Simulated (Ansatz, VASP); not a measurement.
# One calculation of Sb, two programs

```xyz
1
Lattice="3.1600 0.0000 0.0000 0.0000 3.1600 0.0000 0.0000 0.0000 3.1600" Properties=species:S:1:pos:R:3 pbc="T T T"
Sb    0.0000    0.0000    0.0000
```

This isn't the form of Sb at room conditions, which is rhombohedral.

Alike in both runs: task single point; functional PBE; k mesh 8 × 8 × 8; occupations fermi-dirac, width 0.05 eV; no spin polarisation.

|  | VASP | Ansatz |
| --- | --- | --- |
| version | VASP 6.6.1 | Ansatz 0.2.0 |
| potentials or method | VASP PAW PBE potentials, release 64 (Sb), cutoff 520 eV | all-electron LAPW, scalar-relativistic |

VASP gave:

```
gap on the k mesh at the Fermi level (eV) : none
pressure (GPa)                            : -2.3
```

Estimate Ansatz's values.

gap on the k mesh at the Fermi level (eV): none; pressure (GPa): -2.2.

A gap of «none» marks a metal or a gap that the smearing closes. Ansatz ran all-electron here, so the differences hold the error of VASP's frozen core and of both bases.

The runs have no spin-orbit coupling, so splittings on Sb are missing.
